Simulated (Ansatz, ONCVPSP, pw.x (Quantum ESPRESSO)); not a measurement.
# Equation-of-state test of one ONCV potential (tellurium)

ONCVPSP 4.0.1 input, shortened (lines: element, Z, core and valence counts, functional; n l f; lmax; l rc ep ncon nbas qcut; lloc lpopt rc5 dvloc0; l nproj debl; icmod fcfact rcfact), PBE, scalar-relativistic:

```
  Te 52.00    9    2        4      upf
    1    0    2.00
    2    0    2.00
    2    1    6.00
    3    0    2.00
    3    1    6.00
    3    2   10.00
    4    0    2.00
    4    1    6.00
    4    2   10.00
    5    0    1.50
    5    1    4.50
    2
    0    1.90    0.00    4    7    3.50
    1    2.15    0.00    4    7    3.10
    2    2.40    0.39    4    8    4.60
    4    4    1.85    0.00
    0    1    2.00
    1    2    3.30
    2    1    3.60
    1    0.40    0.00
```

Atomic tests: cutoffs needed: 14 Ha and 30 Ha (the cutoffs (Ha) at which the residual kinetic energy of the hardest occupied pseudo-wave falls to 1 and 0.1 mHa per electron); ghost test: no bound ghost flagged; no localised positive-energy state flagged; largest excitation error: -187 meV (all-electron minus pseudo) for 5s2 5p0, out of 4 test configurations.

Crystal test: fcc Te in pw.x 7.5, no spin, 12³ k-points, Fermi–Dirac smearing 0.01 Ry, cutoffs 70/280 Ry. The reference is all-electron LAPW (Ansatz 0.2.0) with the same functional, mesh and smearing; V0 and B0 come from Birch–Murnaghan fits to the pressures at five volumes. Errors are pseudo minus all-electron; Δ is the rms difference of the E(V) curves that follow from these fits, minima aligned, over ±6 % about the mean V0. Mesh and smearing are coarse, so the numbers serve the comparison and aren't converged zero-temperature values; the lattice is a test structure that the element need not adopt.

All-electron: a0 = 4.845 Å (V0 = 28.43 Å³/atom), B0 = 52.9 GPa.

Q: How far does the potential miss the all-electron equation of state?

A: mean pressure error (GPa): -0.89; a0 (Å): 4.818; a0 error (%): -0.56; B0 error (%): +2.7; Δ (meV/atom): 5.5. This is a poor potential for the solid.

| V (Å³/atom) | P all-electron (GPa) | P pseudo (GPa) |
| --- | --- | --- |
| 26.941 | 3.24 | 2.20 |
| 27.650 | 1.57 | 0.62 |
| 28.359 | 0.13 | -0.75 |
| 29.068 | -1.12 | -1.93 |
| 29.777 | -2.19 | -2.94 |

Q: At the middle volume, how do free energy and pressure move when the wave cutoff is lowered (ecutrho kept at four times it)?

A:

```json
{"cutoff (Ry)": "32", "shift of F (meV/atom)": "+97.5", "shift of P (GPa)": "-0.16"}
{"cutoff (Ry)": "42", "shift of F (meV/atom)": "+86.3", "shift of P (GPa)": "-0.45"}
{"cutoff (Ry)": "56", "shift of F (meV/atom)": "+20.5", "shift of P (GPa)": "-0.67"}
```

The 8 pw.x runs together took about 56 s on one core of a shared server CPU.
